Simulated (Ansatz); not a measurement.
# CoO (R3m) in Ansatz: notebook

Runs on CoO. Level: LDA. Tasks: single point, equation of state.

Everything below comes from runs of Ansatz 0.2.0. Logs are shortened: lines on timing, memory, paths and dates and some standing lists are left out, and cuts for length are marked.

## (1) Starting point

It takes space group R3m (No. 160, trigonal). The conventional cell has a = 3.204 Å, b = 3.204 Å, c = 7.699 Å, α = 90.00°, β = 90.00°, γ = 120.00°. Co (site symmetry 3m) is surrounded by 4 O at 1.91 to 1.96 Å. O (site symmetry 3m) has 4 Co at 1.91 to 1.96 Å as nearest neighbours.

Measurements of this composition are mostly on another form, of space group No. 225.

## (2) Single point, LDA, collinear spin, ferromagnetic start, 10.73 Å³/atom (volume scaled by 0.94)

The input, input.yaml:

```yaml
crystal:
  lattice:
    - [1.5695123, 0.9061583489, 2.5140792326]
    - [-1.5695123, 0.9061583489, 2.5140792326]
    - [0.0, -1.8123166978, 2.5140792326]
  atoms:
    - { symbol: Co, position: [0.99897832, 0.99897832, 0.99897832], spin: 2.0 }
    - { symbol: O, position: [0.75102103, 0.75102103, 0.75102103] }
hamiltonian:
  xc: lda
  pseudopotentials: { kind: paw }
magnetization:
  spin_polarized: true
kpoints:
  mp_grid: { grid: [10, 10, 10] }
scf:
  occupations: { method: fermi_dirac, width: 0.05 }
output:
  forces: true
  stress: true
  eigenvalues: true
```

Potentials or basis: Ansatz PAW.

Command:

```sh
> ansatz run input.yaml --threads 2 --pin off --max-ram 5632MiB --backend cpu --events-out ev --progress --plain --runs-dir out
```

Standard output:

```text
Warning: RAYON_NUM_THREADS=2 ignored (pool sized by the plan → 2); use --threads N
Engine: ansatz 0.2.0, aarch64-unknown-linux-gnu
Pseudopotentials: kind: paw
Pseudopotential: Co, paw, valence charge 17, recommended cutoff 420 eV (normal), Co.paw.azcp
Pseudopotential: O, paw, valence charge 6, recommended cutoff 420 eV (normal), O.paw.azcp
Functional definition: SPW92
  exchange = slater_x
  correlation = pw_c
Crystal: 2 atoms, lattice volume = 21.454 Å³
Basis set: ecut = 420 eV, 411 PW (Γ)
Bands: 17, of which v1, the nominal top of the filled ones, is band 12 counted from 1 (11 counted from 0)
Symmetry: 6 space group operations
Space group: R3m (ITA 160), of the structure as read, at distance tolerance 2.8e-5 Å
Magnetic group: BNS 160.65 (UNI 1295), of the structure as read, at distance tolerance 2.8e-5 Å
k-points: 116 of 1000 (time reversal used)
Non-local potential: Co, projectors of the file, l = 0: 3, l = 1: 2, l = 2: 3, l = 3: 1
Non-local potential: O, projectors of the file, l = 0: 2, l = 1: 2, l = 2: 1
PAW form: soft (Blöchl's): semilocal exchange-correlation on the pseudo side does not see the compensation charge
PAW frozen core: Co, regenerated for the run's functional, and the local potential with it (the file was generated under x = pbe(κ = 0.804, μ = 0.2195149727645171), c = pbe(β = 0.06672455060314922))
PAW frozen core: O, regenerated for the run's functional, and the local potential with it (the file was generated under x = pbe(κ = 0.804, μ = 0.2195149727645171), c = pbe(β = 0.06672455060314922))
PAW one-centre angular grid: Co, 590 points (default); XC on 64 Gauss nodes
PAW one-centre angular grid: O, 110 points (default); XC on 64 Gauss nodes
Initial density: superposition of atomic densities (chi_scale 0.1, normalization cell, long waves kept (reshape's long-wave potential 0.00 eV rms))
Starting moments: Σ|m| = 2 μB on 1 of 2 sites
Initial wavefunctions: pseudopotential atomic-orbital guess
Functional: x = slater, c = lda
SCF iter   1: F=—  HF=-5615.379424 eV  |F-HF|=—  |Δ(HF+E_count)|=         —  Δρ=1.05e-1 (↑6.00e-2 ↓1.05e-1)  dr2=4.36e0  dr2_m=1.32e-1  M=1.734 μB ∫|m|=1.735 μB  β_m=0.30  ethr=3.10e-3  ⟨swp⟩=5.6  Hψ=17840  notcnv=0
Mixer restart at iter 1: flushing history
preconditioner: auto → none  [metal: Δε(μ)=0.013 eV  Ē_g=13.175 eV  σ=0.050 eV  W_gap=0.06  n_scr=8 (ndim 8)  ℏωp=31.0 eV  f_vac=0.000  D(μ)=1.95/eV (n_scr^D=20)  sad-step TF]
SCF iter   2: F=—  HF=-5616.199953 eV  |F-HF|=—  |Δ(HF+E_count)|=   8.21e-1  Δρ=4.38e-2 (↑2.72e-2 ↓4.38e-2)  dr2=8.17e-1  dr2_m=4.26e-2  M=1.891 μB ∫|m|=1.894 μB  β_m=0.38  ethr=3.10e-3  ⟨swp⟩=3.0  Hψ=9554  notcnv=0  defer=57
SCF iter   3: F=—  HF=-5616.607704 eV  |F-HF|=—  |Δ(HF+E_count)|=   4.08e-1  Δρ=2.12e-2 (↑1.26e-2 ↓2.12e-2)  dr2=1.11e-1  dr2_m=1.43e-2  M=1.906 μB ∫|m|=1.911 μB  β_m=0.57  ethr=3.10e-3  ⟨swp⟩=2.0  Hψ=6933  notcnv=0  defer=66
SCF iter   4: F=—  HF=-5616.708145 eV  |F-HF|=—  |Δ(HF+E_count)|=         —  Δρ=4.87e-3 (↑4.87e-3 ↓3.21e-3)  dr2=2.26e-3  dr2_m=2.43e-3  M=1.907 μB ∫|m|=1.916 μB  β_m=0.57  ethr=4.81e-4  ⟨swp⟩=2.6  Hψ=7883  notcnv=0  defer=70
Mixer restart at iter 4: flushing history
SCF iter   5: F=—  HF=-5616.717454 eV  |F-HF|=—  |Δ(HF+E_count)|=   9.31e-3  Δρ=5.17e-3 (↑5.17e-3 ↓2.82e-3)  dr2=4.91e-3  dr2_m=7.60e-4  M=1.899 μB ∫|m|=1.908 μB  β_m=0.73  ethr=9.84e-6  ⟨swp⟩=2.0  Hψ=8537  notcnv=0  defer=73
SCF iter   6: F=—  HF=-5616.720035 eV  |F-HF|=—  |Δ(HF+E_count)|=   2.58e-3  Δρ=3.79e-3 (↑3.47e-3 ↓3.79e-3)  dr2=6.46e-3  dr2_m=1.78e-4  M=1.904 μB ∫|m|=1.913 μB  β_m=0.59  ethr=9.84e-6  ⟨swp⟩=2.0  Hψ=7815  notcnv=0  defer=73
SCF iter   7: F=—  HF=-5616.718768 eV  |F-HF|=—  |Δ(HF+E_count)|=   1.27e-3  Δρ=5.31e-4 (↑4.39e-4 ↓5.31e-4)  dr2=1.33e-4  dr2_m=1.59e-5  M=1.903 μB ∫|m|=1.913 μB  β_m=0.52  ethr=9.84e-6  ⟨swp⟩=2.1  Hψ=8753  notcnv=0  defer=80
SCF iter   8: F=—  HF=-5616.718758 eV  |F-HF|=—  |Δ(HF+E_count)|=   1.01e-5  Δρ=1.45e-4 (↑8.72e-5 ↓1.45e-4)  dr2=3.24e-6  dr2_m=3.97e-7  M=1.901 μB ∫|m|=1.911 μB  β_m=0.62  ethr=5.78e-7  ⟨swp⟩=1.8  Hψ=5460  notcnv=0  defer=80
SCF iter   9: F=—  HF=-5616.718756 eV  |F-HF|=—  |Δ(HF+E_count)|=   1.24e-6  Δρ=7.20e-5 (↑2.50e-5 ↓7.20e-5)  dr2=7.70e-7  dr2_m=1.84e-7  M=1.901 μB ∫|m|=1.911 μB  β_m=0.81  ethr=1.41e-8  ⟨swp⟩=2.0  Hψ=5793  notcnv=0  defer=80
SCF iter  10: F=—  HF=-5616.718756 eV  |F-HF|=—  |Δ(HF+E_count)|=   1.16e-8  Δρ=2.45e-5 (↑1.63e-5 ↓2.45e-5)  dr2=3.21e-8  dr2_m=7.19e-8  M=1.901 μB ∫|m|=1.911 μB  β_m=0.83  ethr=3.35e-9  ⟨swp⟩=2.1  Hψ=5175  notcnv=0  defer=80
SCF iter  11: F=-5616.718756 eV  HF=-5616.718756 eV  |F-HF|=3.16e-8  |Δ(HF+E_count)|=   7.87e-9  Δρ=1.27e-5 (↑1.27e-5 ↓1.07e-5)  dr2=3.69e-8  dr2_m=1.59e-8  M=1.901 μB ∫|m|=1.911 μB  ethr=1.40e-10  ⟨swp⟩=2.3  Hψ=12696  notcnv=0
SCF 1 converged in 11 iterations: F = -5616.718756 eV  dr2 = 3.69e-8
SCF converged after 11 iterations
Magnetization: 1.9009 μB (12.4504 up, 10.5496 down)
Absolute magnetization: 1.9110 μB (∫|ρ↑−ρ↓|, with the PAW one-centre terms)
Spin contamination: 0.0111 ħ² per cell (⟨S²⟩ above its minimum at these occupations)
Per-site moments (μB) at R_I (Å): [(1.546580968888271, 0.7714380382839596), (0.18414959687509785, 0.7714380382839596)]
Free energy (F): -5616.718756 eV
Harris-Foulkes:  -5616.718756 eV  (|F-HF|=3.16e-8)
Internal energy: -5616.697334 eV  (E = F + TS)
E sigma→0 (E₀):  -5616.708045 eV
Entropy (-TS):   -0.021423 eV (-10.711 meV/atom)
Fermi energy:    11.645861 eV
--- Per-component energies (eV) ---
  E_band       = -352.911617
  E_kinetic    = 620.044054
  E_local      = -3786.697973  (includes V_loc(G=0)·N_el)
  E_nonlocal   = 517.241503
  E_hartree    = 1558.532371
  E_xc         = -226.455716
  E_vxc        = -293.062118  (∫ρ·V_xc dr)
  E_paw        = -1601.081267  (= ΣΔE_a)
  E_vpaw       = -527.506300  (= ΣTr[D̂ρ^β])
  E_aug_tail   = 0.002423  (compensation charges beyond the density's cutoff)
  E_ewald      = -2698.797902
  E_core_change = 0.515172  (= ΣΔE_core)
  E_smearing   = -0.021423  (= −TS)
  E_closure    = 0.000000  (closes the sum)
  Σ components = -5616.718756   (vs F -5616.718756, Δ=0.00e0)
--- Forces (eV/Å), atoms counted from 1 ---
  atom   1  Co    -0.00000000     0.00000000     0.27391120
  atom   2  O     -0.00000000    -0.00000000    -0.27390475
  max |Σ_I F_I| component: 6.45e-6 eV/Å
--- Stress (GPa, compression-positive) ---
      -15.368636       0.000000      -0.000000
        0.000000     -15.368636       0.000000
       -0.000000       0.000000     -10.526874
  P = ⅓ Tr σ = -13.7547 GPa (-137.547 kbar)
--- Band table (eV; the first three rows and the last of 232) ---
  k-point 0 ↑: bands = ["-83.5996", "-47.3050", "-47.2661", "-47.2661", "-8.6983", "5.1431", "5.2063", "5.2063", "9.7277", "9.7277", "11.9541", "12.4256", "12.4256", "12.5715", "25.9782", "25.9782", "26.5837"]
  k-point 1 ↑: bands = ["-83.5994", "-47.3058", "-47.2686", "-47.2665", "-8.6310", "5.0246", "5.1932", "5.2416", "9.7030", "9.7056", "11.8882", "12.3722", "12.4820", "12.7274", "25.0061", "26.0865", "26.6229"]
  k-point 2 ↑: bands = ["-83.5988", "-47.3083", "-47.2750", "-47.2676", "-8.4520", "4.6654", "5.2902", "5.3303", "9.6665", "9.6735", "11.3518", "12.2106", "12.3044", "13.7722", "23.0830", "26.2088", "26.6700"]
  k-point 115 ↓: bands = ["-81.6781", "-45.5006", "-45.4012", "-45.4012", "-7.5649", "4.4832", "6.2519", "6.2519", "11.2185", "11.2511", "11.2511", "12.8819", "12.8819", "17.8489", "19.6732", "25.9214", "25.9214"]
```

Run time: 7.8 s. Hardware: 2 threads of Arm Neoverse V1, shared host; peak memory 0.36 GiB.

Results:

| Quantity | Value |
| --- | --- |
| Free energy | -5616.7188 eV |
| Pressure | -13.8 GPa |
| Largest force | 0.274 eV/Å |
| Band gap on the k mesh | none (metal or under the smearing width) |
| Net moment | 1.90 μB per cell |
| Absolute moment | 1.91 μB per cell |
| Site moments | Co +1.55; O +0.18 μB |

Caveat: the pressure holds a Pulay correction of +0.9 GPa for the finite cutoff; a cell with one magnetic atom can't hold antiferromagnetic order, which such compounds often take; semilocal functionals often make such compounds metallic where correlation or magnetic order opens a gap, which also shifts bond lengths; the PAW data sets come from PBE, with cores solved anew for the run's functional, which leaves a small shift of forces and pressure.

## (3) Single point, LDA, collinear spin, ferromagnetic start, 10.96 Å³/atom (volume scaled by 0.96)

Edit input.yaml of step 2 so:

```diff
@@ -2,5 +2,5 @@
   lattice:
-    - [1.5695123, 0.9061583489, 2.5140792326]
-    - [-1.5695123, 0.9061583489, 2.5140792326]
-    - [0.0, -1.8123166978, 2.5140792326]
+    - [1.5805655677, 0.912539956, 2.5317845992]
+    - [-1.5805655677, 0.912539956, 2.5317845992]
+    - [0.0, -1.825079912, 2.5317845992]
   atoms:
@@ -21 +21,5 @@
   eigenvalues: true
+  write_density: true
+  write_potential: true
+  elf: true
+  volumetric_format: npy
```

Potentials or basis: Ansatz PAW.

Command:

```sh
> ansatz run input.yaml --threads 2 --pin off --max-ram 5632MiB --backend cpu --events-out ev --progress --plain --runs-dir out
```

Run time: 10 s. Hardware: 2 threads of Arm Neoverse V1, shared host; peak memory 0.37 GiB.

Results (log left out):

* Free energy: -5616.6809 eV
* Pressure: -13.1 GPa
* Largest force: 0.247 eV/Å
* Band gap on the k mesh: none (metal or under the smearing width)
* Net moment: 2.33 μB per cell
* Absolute moment: 2.33 μB per cell
* Site moments: Co +1.87; O +0.25 μB

Caveat: the pressure holds a Pulay correction of +0.9 GPa for the finite cutoff; a cell with one magnetic atom can't hold antiferromagnetic order, which such compounds often take; semilocal functionals often make such compounds metallic where correlation or magnetic order opens a gap, which also shifts bond lengths; the PAW data sets come from PBE, with cores solved anew for the run's functional, which leaves a small shift of forces and pressure.

## (4) Single point, LDA, collinear spin, ferromagnetic start, 11.18 Å³/atom (volume scaled by 0.98)

Edit input.yaml of step 3 so:

```diff
@@ -2,5 +2,5 @@
   lattice:
-    - [1.5805655677, 0.912539956, 2.5317845992]
-    - [-1.5805655677, 0.912539956, 2.5317845992]
-    - [0.0, -1.825079912, 2.5317845992]
+    - [1.5914663644, 0.9188335339, 2.5492457344]
+    - [-1.5914663644, 0.9188335339, 2.5492457344]
+    - [0.0, -1.8376670678, 2.5492457344]
   atoms:
@@ -21,5 +21 @@
   eigenvalues: true
-  write_density: true
-  write_potential: true
-  elf: true
-  volumetric_format: npy
```

Command:

```sh
> ansatz run input.yaml --threads 2 --pin off --max-ram 5632MiB --backend cpu --events-out ev --progress --plain --runs-dir out
```

It took 8.6 s on 2 threads of Arm Neoverse V1, shared host; peak memory 0.37 GiB.

The run converged. Its results:

| Property | Result |
| --- | --- |
| Free energy | -5616.6418 eV |
| Pressure | -14.4 GPa |
| Largest force | 0.217 eV/Å |
| Band gap on the k mesh | none (metal or under the smearing width) |
| Net moment | 2.50 μB per cell |
| Absolute moment | 2.51 μB per cell |
| Site moments | Co +2.00; O +0.27 μB |

Caveat: the pressure holds a Pulay correction of +0.9 GPa for the finite cutoff; a cell with one magnetic atom can't hold antiferromagnetic order, which such compounds often take; semilocal functionals often make such compounds metallic where correlation or magnetic order opens a gap, which also shifts bond lengths; the PAW data sets come from PBE, with cores solved anew for the run's functional, which leaves a small shift of forces and pressure.

## (5) Single point, LDA, collinear spin, ferromagnetic start, 11.41 Å³/atom

Edit input.yaml of step 4 so:

```diff
@@ -2,5 +2,5 @@
   lattice:
-    - [1.5914663644, 0.9188335339, 2.5492457344]
-    - [-1.5914663644, 0.9188335339, 2.5492457344]
-    - [0.0, -1.8376670678, 2.5492457344]
+    - [1.6022198417, 0.9250420569, 2.5664708903]
+    - [-1.6022198417, 0.9250420569, 2.5664708903]
+    - [0.0, -1.8500841138, 2.5664708903]
   atoms:
```

Command:

```sh
> ansatz run input.yaml --threads 2 --pin off --max-ram 5632MiB --backend cpu --events-out ev --progress --plain --runs-dir out
```

Wall time 9.4 s (2 threads of Arm Neoverse V1, shared host); peak memory 0.37 GiB.

Results (log left out):

| Property | Result |
| --- | --- |
| Free energy | -5616.5986 eV |
| Pressure | -15.8 GPa |
| Largest force | 0.190 eV/Å |
| Band gap on the k mesh | none (metal or under the smearing width) |
| Net moment | 2.64 μB per cell |
| Absolute moment | 2.64 μB per cell |
| Site moments | Co +2.11; O +0.30 μB |

Caveat: the pressure holds a Pulay correction of +0.9 GPa for the finite cutoff; a cell with one magnetic atom can't hold antiferromagnetic order, which such compounds often take; semilocal functionals often make such compounds metallic where correlation or magnetic order opens a gap, which also shifts bond lengths; the PAW data sets come from PBE, with cores solved anew for the run's functional, which leaves a small shift of forces and pressure.

## (6) Single point, LDA, collinear spin, ferromagnetic start, 11.64 Å³/atom (volume scaled by 1.02)

Edit input.yaml of step 5 so:

```diff
@@ -2,5 +2,5 @@
   lattice:
-    - [1.6022198417, 0.9250420569, 2.5664708903]
-    - [-1.6022198417, 0.9250420569, 2.5664708903]
-    - [0.0, -1.8500841138, 2.5664708903]
+    - [1.6128308784, 0.9311683418, 2.5834678816]
+    - [-1.6128308784, 0.9311683418, 2.5834678816]
+    - [0.0, -1.8623366835, 2.5834678816]
   atoms:
```

Potentials or basis: Ansatz PAW.

Command:

```sh
> ansatz run input.yaml --threads 2 --pin off --max-ram 5632MiB --backend cpu --events-out ev --progress --plain --runs-dir out
```

Run time: 9.2 s. Hardware: 2 threads of Arm Neoverse V1, shared host; peak memory 0.37 GiB.

The run converged. Its results:

```yaml
Free_energy: -5616.5514 eV
Pressure: -17.3 GPa
Largest_force: 0.165 eV/Å
Band_gap_on_the_k_mesh: none (metal or under the smearing width)
Net_moment: 2.74 μB per cell
Absolute_moment: 2.75 μB per cell
Site_moments: Co +2.19; O +0.32 μB
```

Caveat: the pressure holds a Pulay correction of +0.9 GPa for the finite cutoff; a cell with one magnetic atom can't hold antiferromagnetic order, which such compounds often take; semilocal functionals often make such compounds metallic where correlation or magnetic order opens a gap, which also shifts bond lengths; the PAW data sets come from PBE, with cores solved anew for the run's functional, which leaves a small shift of forces and pressure.

## (7) Single point, LDA, collinear spin, ferromagnetic start, 11.87 Å³/atom (volume scaled by 1.04)

Edit input.yaml of step 6 so:

```diff
@@ -2,5 +2,5 @@
   lattice:
-    - [1.6128308784, 0.9311683418, 2.5834678816]
-    - [-1.6128308784, 0.9311683418, 2.5834678816]
-    - [0.0, -1.8623366835, 2.5834678816]
+    - [1.6233040996, 0.9372150589, 2.6002441171]
+    - [-1.6233040996, 0.9372150589, 2.6002441171]
+    - [0.0, -1.8744301178, 2.6002441171]
   atoms:
@@ -21 +21,5 @@
   eigenvalues: true
+  write_density: true
+  write_potential: true
+  elf: true
+  volumetric_format: npy
```

Command:

```sh
> ansatz run input.yaml --threads 2 --pin off --max-ram 5632MiB --backend cpu --events-out ev --progress --plain --runs-dir out
```

It took 11 s on 2 threads of Arm Neoverse V1, shared host; peak memory 0.38 GiB.

Results (log left out):

* Free energy: -5616.5000 eV
* Pressure: -18.8 GPa
* Largest force: 0.141 eV/Å
* Band gap on the k mesh: none (metal or under the smearing width)
* Net moment: 2.82 μB per cell
* Absolute moment: 2.83 μB per cell
* Site moments: Co +2.25; O +0.33 μB

Caveat: the pressure holds a Pulay correction of +0.8 GPa for the finite cutoff; a cell with one magnetic atom can't hold antiferromagnetic order, which such compounds often take; semilocal functionals often make such compounds metallic where correlation or magnetic order opens a gap, which also shifts bond lengths; the PAW data sets come from PBE, with cores solved anew for the run's functional, which leaves a small shift of forces and pressure.

## (8) Single point, LDA, collinear spin, ferromagnetic start, 12.10 Å³/atom (volume scaled by 1.06)

Edit input.yaml of step 7 so:

```diff
@@ -2,5 +2,5 @@
   lattice:
-    - [1.6233040996, 0.9372150589, 2.6002441171]
-    - [-1.6233040996, 0.9372150589, 2.6002441171]
-    - [0.0, -1.8744301178, 2.6002441171]
+    - [1.6336438949, 0.9431847425, 2.6168066281]
+    - [-1.6336438949, 0.9431847425, 2.6168066281]
+    - [0.0, -1.886369485, 2.6168066281]
   atoms:
@@ -21,5 +21 @@
   eigenvalues: true
-  write_density: true
-  write_potential: true
-  elf: true
-  volumetric_format: npy
```

Command:

```sh
> ansatz run input.yaml --threads 2 --pin off --max-ram 5632MiB --backend cpu --events-out ev --progress --plain --runs-dir out
```

Run time: 9.7 s. Hardware: 2 threads of Arm Neoverse V1, shared host; peak memory 0.38 GiB.

It converged, with:

```
Free energy            : -5616.4445 eV
Pressure               : -20.2 GPa
Largest force          : 0.122 eV/Å
Band gap on the k mesh : none (metal or under the smearing width)
Net moment             : 2.88 μB per cell
Absolute moment        : 2.89 μB per cell
Site moments           : Co +2.30; O +0.34 μB
```

Caveat: the pressure holds a Pulay correction of +0.8 GPa for the finite cutoff; a cell with one magnetic atom can't hold antiferromagnetic order, which such compounds often take; semilocal functionals often make such compounds metallic where correlation or magnetic order opens a gap, which also shifts bond lengths; the PAW data sets come from PBE, with cores solved anew for the run's functional, which leaves a small shift of forces and pressure.

## (9) Equation of state, LDA, collinear spin, ferromagnetic start

Potentials or basis: Ansatz PAW.

This step only gathers the single runs of the series.

Results:

```yaml
Equilibrium_volume: outside the volumes run
```

Energy against volume, from the lowest point:
```tsv
volume (Å³/atom)	energy (meV/atom)
10.727	0.00
10.955	18.93
11.183	38.48
11.411	60.05
11.640	83.69
11.868	109.36
12.096	137.15
```
